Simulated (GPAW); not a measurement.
Crystal: HfO2.

```
CELL_PARAMETERS angstrom
0.00000 2.55750 2.55750
2.55750 0.00000 2.55750
2.55750 2.55750 0.00000
ATOMIC_POSITIONS crystal
Hf 0.00000 0.00000 0.00000
O 0.75000 0.75000 0.75000
O 0.25000 0.25000 0.25000
```

Measurements of this composition are mostly on another form, of space group No. 14.

| Item | Value |
| --- | --- |
| Program | GPAW 26.7.0 |
| Task | single point |
| Functional | PBE |
| Potentials or basis | GPAW PAW data sets (gpaw-data 1.2.1) |
| Cutoff | 800 eV |
| Basis | pw |
| k mesh | 9 × 9 × 9 |
| Occupations | fermi-dirac, width 0.05 eV |
| Spin | no spin polarisation |

On this cell: pressure -2.8 GPa; largest force zero by symmetry; band gap on the k mesh 3.84 eV, indirect (least direct gap 3.95 eV).

The same run follows on a disturbed copy (atoms moved at random, drawn with an rms of 0.05 Å):

```
Hf O
1.0
     0.00000    2.55750    2.55750
     2.55750    0.00000    2.55750
     2.55750    2.55750    0.00000
Hf O
1 2
Cartesian
  -0.0370 -0.0159 0.0251
  3.8515 3.8457 3.8239
  1.2535 1.2817 1.2562
```

Task: What changes?

Result: The energy moves by +5.4 meV/atom; pressure -2.4 GPa; largest force 0.447 eV/Å; band gap on the k mesh 3.83 eV, indirect (least direct gap 3.94 eV).

Forces in eV/Å, atoms in the order of the input:
```
Hf   0.168  0.086 -0.200
O   -0.440 -0.078 -0.012
O    0.272 -0.009  0.212
```

Stress tensor (GPa, compression positive):
```
-2.30  0.45 -0.04
 0.45 -2.44  1.12
-0.04  1.12 -2.43
```

Caveats: spin-orbit coupling is left out, which moves the levels of the heavy elements; an odd mesh through Γ misses points on the zone boundary, where band edges often lie.
